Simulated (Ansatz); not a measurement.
Wanted: the native input for an Ansatz 0.2.0 run.

- Task: single point
- Functional: PBEsol
- Potentials or basis: Ansatz PAW
- Cutoff: 420 eV (not typed: the program's choice for these potentials)
- k mesh: 9 × 9 × 5
- Occupations: fermi-dirac, width 0.05 eV
- Spin: no spin polarisation

The system is FeO.

```
CELL_PARAMETERS angstrom
3.04589 0.00000 0.00000
0.00000 3.04589 0.00000
0.00000 0.00000 5.46421
ATOMIC_POSITIONS crystal
Fe 0.50000 0.00000 0.50000
Fe 0.00000 0.50000 0.00000
O 0.50000 0.50000 0.25000
O 0.50000 0.50000 0.75000
```

The cell comes from a database or a generator and needn't be the stable form of this composition.

The input as run:

input.yaml

```yaml
crystal:
  lattice:
    - [3.0458920022, 0.0, 0.0]
    - [0.0, 3.0458920022, 0.0]
    - [0.0, 0.0, 5.464211507]
  atoms:
    - { symbol: Fe, position: [0.5, 0.0, 0.5] }
    - { symbol: Fe, position: [0.0, 0.5, 0.0] }
    - { symbol: O, position: [0.5, 0.5, 0.25] }
    - { symbol: O, position: [0.5, 0.5, 0.75] }
hamiltonian:
  xc: pbesol
  pseudopotentials: { kind: paw }
kpoints:
  mp_grid: { grid: [9, 9, 5] }
scf:
  occupations: { method: fermi_dirac, width: 0.05 }
output:
  forces: true
  stress: true
  eigenvalues: true
  write_density: true
  write_potential: true
  elf: true
  volumetric_format: npy
```

Potentials or basis: Ansatz PAW.

The run is started by

```bash
$ ansatz run input.yaml --threads 2 --pin off --max-ram 5632MiB --backend cpu --events-out ev --progress --plain --runs-dir out
```

Results of the run:

- Pressure: -37.5 GPa
- Band gap on the k mesh: none (metal or under the smearing width)

Caveat: a pressure of tens of GPa on the cell as given is suspect, and the run, the potentials or the cell itself is likely at fault; the pressure holds a Pulay correction of +0.5 GPa for the finite cutoff; the run has no spin polarisation, though such a crystal can be magnetic; semilocal functionals often make such compounds metallic where correlation or magnetic order opens a gap, which also shifts bond lengths; the PAW data sets come from PBE, with cores solved anew for the run's functional, which leaves a small shift of forces and pressure.

It took 0.84 s on 2 threads of AMD EPYC 9R45 96-Core Processor (Zen 5), on a shared host, peak memory 0.37 GiB.
